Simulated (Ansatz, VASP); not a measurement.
# TePb: VASP beside Ansatz

File INCAR:

```
PREC = Accurate
ENCUT = 520
EDIFF = 1E-6
ISMEAR = -1
SIGMA = 0.08
LREAL = F
LASPH = T
NELM = 60
ALGO = Normal
ISIF = 2
LWAVE = F
LCHARG = T
GGA = RE
LELF = T
LVHAR = T
NBANDS = 17
```

File KPOINTS:

```
regular mesh
0
Gamma
  10 10 10
```

File POSCAR:

```
TePb
1.0
    4.0022870000      0.0000000000      0.0000000000
    0.0000000000      4.0022870000      0.0000000000
    0.0000000000      0.0000000000      4.0022870000
Te Pb
1 1
Direct
    0.5000000000      0.5000000000      0.5000000000
    0.0000000000      0.0000000000      0.0000000000
```

Input for Ansatz:

```yaml
crystal:
  lattice:
    - [4.002287, 0.0, 0.0]
    - [0.0, 4.002287, 0.0]
    - [0.0, 0.0, 4.002287]
  atoms:
    - { symbol: Te, position: [0.5, 0.5, 0.5] }
    - { symbol: Pb, position: [0.0, 0.0, 0.0] }
kpoints:
  mp_grid: { grid: [10, 10, 10] }
scf:
  occupations: { method: fermi_dirac, width: 0.08 }
  mixing: { algorithm: msr1, beta: 0.1 }
hamiltonian:
  xc: revpbe
  pseudopotentials:
    kind: all_electron
    lapw: { basis_error: 0.001 }
    nuclear_model: point
output:
  forces: true
  stress: true
  eigenvalues: true
```

Measurements of this composition are mostly on another form, of space group No. 225.

Alike in both runs: task single point; functional revPBE; k mesh 10 × 10 × 10; occupations fermi-dirac, width 0.08 eV; no spin polarisation.

|  | VASP | Ansatz |
| --- | --- | --- |
| version | VASP 6.6.1 | Ansatz 0.2.0 |
| potentials or method | VASP PAW PBE potentials, release 64 (Te, Pb_d) | all-electron LAPW, scalar-relativistic |
| plane-wave cutoff (eV) | 520 | see its input |

|  | VASP | Ansatz | Ansatz less VASP |
| --- | --- | --- | --- |
| gap on the k mesh at the Fermi level (eV) | none | none | - |
| pressure (GPa) | 0.8 | 0.9 | +0.07 |

A gap of «none» marks a metal or a gap that the smearing closes. Ansatz ran all-electron here, so the differences hold the error of VASP's frozen core and of both bases.

Caveats: the PAW data sets were made with another functional, which shifts forces and pressure a little (VASP). The runs have no spin-orbit coupling, so splittings on Pb, Te are missing.
